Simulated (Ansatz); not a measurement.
# SrCl2: how the settings move a single-point run

Question: which choices in the input matter for SrCl2?

Computed with Ansatz 0.2.0 (reference: DFT, PBE, PAW with Ansatz's default frozen-core files, scalar-relativistic, unless a step's input says otherwise).

## Step 1: Starting point

The structure is cubic, space group Fm-3m (No. 225). The conventional cell has a = 6.971 Å, b = 6.971 Å, c = 6.971 Å, α = 90.00°, β = 90.00°, γ = 90.00°. Sr (site symmetry m-3m) is surrounded by 8 Cl at 3.02 Å. Cl (site symmetry -43m) is surrounded by 4 Sr at 3.02 Å.

As a file:

```cif
data_structure
_symmetry_space_group_name_H-M 'P 1'
_symmetry_Int_Tables_number 1
_cell_length_a 4.9292
_cell_length_b 4.9292
_cell_length_c 4.9292
_cell_angle_alpha 60.000
_cell_angle_beta 60.000
_cell_angle_gamma 60.000
_cell_volume 84.69
loop_
_atom_site_label
_atom_site_type_symbol
_atom_site_fract_x
_atom_site_fract_y
_atom_site_fract_z
_atom_site_occupancy
Sr1 Sr 0.00000 0.00000 0.00000 1
Cl1 Cl 0.25000 0.25000 0.25000 1
Cl2 Cl 0.75000 0.75000 0.75000 1
```

## Step 2: The reference run

The input, input.yaml:

```yaml
crystal:
  lattice:
    - [0.0, 3.4855, 3.4855]
    - [3.4855, 0.0, 3.4855]
    - [3.4855, 3.4855, 0.0]
  atoms:
    - { symbol: Sr, position: [0.0, 0.0, 0.0] }
    - { symbol: Cl, position: [0.25, 0.25, 0.25] }
    - { symbol: Cl, position: [0.75, 0.75, 0.75] }
kpoints:
  mp_grid: { grid: [8, 8, 8] }
  band_path:
    path:
      - [0.0, 0.0, 0.0]
      - [0.5, 0.0, 0.5]
      - [0.625, 0.25, 0.625]
      - [0.375, 0.375, 0.75]
      - [0.0, 0.0, 0.0]
      - [0.5, 0.5, 0.5]
      - [0.5, 0.25, 0.75]
      - [0.5, 0.0, 0.5]
    npoints: 14
scf:
  occupations: { method: fermi_dirac, width: 0.01 }
hamiltonian:
  xc: pbe
  pseudopotentials: { kind: paw }
output:
  forces: true
  stress: true
  eigenvalues: true
  efg: { contact_densities: true }
  populations: true
  bader: true
  dos: { projected: true, de: 0.2, e_range: [-14, 8] }
  write_density: true
  write_potential: true
  elf: true
  volumetric_format: npy
```

Started as:

```console
ansatz run input.yaml --threads 1 --pin off --max-ram 4096MiB --backend cpu --events-out ev --progress --plain --runs-dir out
```

## Step 3: Changing settings: ecutwfc 700 eV

Changes to input.yaml since step 2:

```diff
@@ -33,7 +33,3 @@
   populations: true
-  bader: true
-  dos: { projected: true, de: 0.2, e_range: [-14, 8] }
-  write_density: true
-  write_potential: true
-  elf: true
-  volumetric_format: npy
+basis:
+  ecutwfc: "700 eV"
```

## Step 4: Changed: ecutrho_ratio 9

Changes to input.yaml since step 2:

```diff
@@ -33,7 +33,3 @@
   populations: true
-  bader: true
-  dos: { projected: true, de: 0.2, e_range: [-14, 8] }
-  write_density: true
-  write_potential: true
-  elf: true
-  volumetric_format: npy
+basis:
+  ecutrho_ratio: 9
```

What does the calculation give? Wanted: for each run, ending; energy change; pressure; gap; force.

The runs gave:

| run | ending | energy change | pressure (GPa) | gap (eV) | force (eV/Å) | cycles | time |
| --- | --- | --- | --- | --- | --- | --- | --- |
| reference | converged | 0 | 1.1 | 5.35 | 0.00 | 6 | 14 s |
| 1: ecutwfc 700 eV | converged | -0.1 meV/atom | 1.1 | 5.35 | 0.00 | 6 | 11 s |
| 2: ecutrho_ratio 9 | converged | 0.0 meV/atom | 1.1 | 5.35 | 0.00 | 6 | 7.1 s |

Times don't compare one to one where runs were asked for different outputs or read a saved state (see the inputs); cycles may leave out searches for a lower state.

Residual by cycle in the longest SCF loop of each run; runs are numbered as in the table. The quantity is the density residual dr2, in eV.

| cycle | reference | run 1 | run 2 |
| --- | --- | --- | --- |
| 1 | 6.0e-5 | 6.5e-5 | 6.0e-5 |
| 2 | 1.5e-5 | 1.6e-5 | 1.5e-5 |
| 3 | 2.9e-6 | 3.3e-6 | 2.9e-6 |
| 4 | 2.0e-7 | 2.5e-7 | 2.0e-7 |
| 5 | 4.4e-8 | 6.4e-8 | 4.4e-8 |
| 6 | 6.6e-9 | 1.0e-8 | 6.6e-9 |

Of the converged runs whose energies compare with the reference's, «ecutwfc 700 eV» moves the energy most (-0.1 meV/atom) and «ecutrho_ratio 9» least (0.0 meV/atom).

These are semilocal Kohn-Sham gaps, which aren't the measured quantity. Such gaps usually fall short of the measured ones.
